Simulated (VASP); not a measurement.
A run of VASP 6.6.1 is set up as follows.

Contents of POSCAR:

```
InP                                     
1.0
    0.0000000000      2.9393308167      2.9393308167
    2.9393308167      0.0000000000      2.9393308167
    2.9393308167      2.9393308167      0.0000000000
  In              P             
     1     1
Direct
     0.0000000000000000    0.0000000000000000    0.0000000000000000
     0.2500000000000000    0.2500000000000000    0.2500000000000000
```

INCAR.step1

```
PREC = Accurate
ENCUT = 500
EDIFF = 1E-8
ISMEAR = 0
SIGMA = 0.01
LREAL = False
LASPH = True
NELM = 80
ALGO = Normal
LWAVE = True
LCHARG = False
GGA = PE
KPAR = 4
```

Contents of INCAR.step2:

```
PREC = Accurate
ENCUT = 500
EDIFF = 1E-8
ISMEAR = 0
SIGMA = 0.01
LREAL = False
LASPH = True
NELM = 1
ALGO = Exact
LWAVE = True
LCHARG = False
GGA = PE
KPAR = 4
NBANDS = 197
LOPTICS = True
ISTART = 1
```

Contents of INCAR.step3:

```
PREC = Accurate
ENCUT = 500
EDIFF = 1E-8
ISMEAR = 0
SIGMA = 0.01
LREAL = False
LASPH = True
ALGO = EVGW0
LWAVE = False
LCHARG = False
GGA = PE
KPAR = 4
NELMGW = 4
NBANDS = 197
ENCUTGW = 150
NOMEGA = 48
PRECFOCK = Fast
ISTART = 1
NBANDSGW = 17
```

KPOINTS

```
Automatic mesh
0
Gamma
  4 4 4
```

Potentials or basis: VASP PAW PBE potentials, release 64 (In_d_GW, P_GW).

Command:

```console
$ cat potpaw_PBE.64/In_d_GW/POTCAR potpaw_PBE.64/P_GW/POTCAR > POTCAR
$ cp INCAR.step1 INCAR
$ mpirun -np 4 vasp_std > vasp.out
$ cp INCAR.step2 INCAR
$ mpirun -np 4 vasp_std > vasp.out
$ cp INCAR.step3 INCAR
$ mpirun -np 4 vasp_std > vasp.out
```

(1) Predict the quasiparticle gap.

(2) Predict the least direct quasiparticle gap.

(3) Estimate the band gap on the k mesh, mean-field level.

Results:

(1) 1.27 eV.

(2) 1.27 eV.

(3) 0.65 eV, direct.

Caveat: the k mesh is coarse (spacing up to 0.46 Å⁻¹), so the values aren't converged; bands, screening cutoff and mesh are small and nothing is extrapolated, so the quasiparticle values aren't converged; spin-orbit coupling is left out, which moves the levels of the heavy elements.
